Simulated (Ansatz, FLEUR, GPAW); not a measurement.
# Fe2Ge: programs and potentials compared

```
Ge Fe
1.0
     4.16363    0.00000    0.00000
    -2.08182    3.60581    0.00000
     0.00000    0.00000    2.62647
Ge Fe
1 2
Direct
  0.00000 0.00000 0.00000
  0.33333 0.66667 0.50000
  0.66667 0.33333 0.50000
```

The cell comes from a database or a generator and needn't be the stable form of this composition.

Alike in all runs: task band structure; functional PBEsol; k mesh 7 × 7 × 10; occupations fermi-dirac, width 0.05 eV; collinear spin, ferromagnetic start; no spin-orbit coupling. A missing gap at this level doesn't show that the real crystal is a metal. Pressure is positive in compression and, in plane waves, holds the error of the finite cutoff.

```csv
program and potentials,plane-wave cutoff (eV),notes,band gap (eV),pressure (GPa),net moment per atom (μB)
"Ansatz, all-electron LAPW, scalar-relativistic",-,-,no gap,-6.99,1.68
"GPAW, PAW data sets generated for this functional",600,-,no gap,-5.80,1.68
"FLEUR, all-electron, FLAPW",-,-,no gap,-,1.68
```

None finds a gap. The pressure spans -6.99 (Ansatz, all-electron LAPW, scalar-relativistic) to -5.80 GPa (GPAW, PAW data sets generated for this functional), with all-electron results at -6.99. All agree on the net moment per atom. The state is the one that the start led to, which needn't be the lowest.

Differences between rows come from potentials, basis sets and numerical settings, since the functional is the same but for its coding. Runs on potential files found faulty are left out.
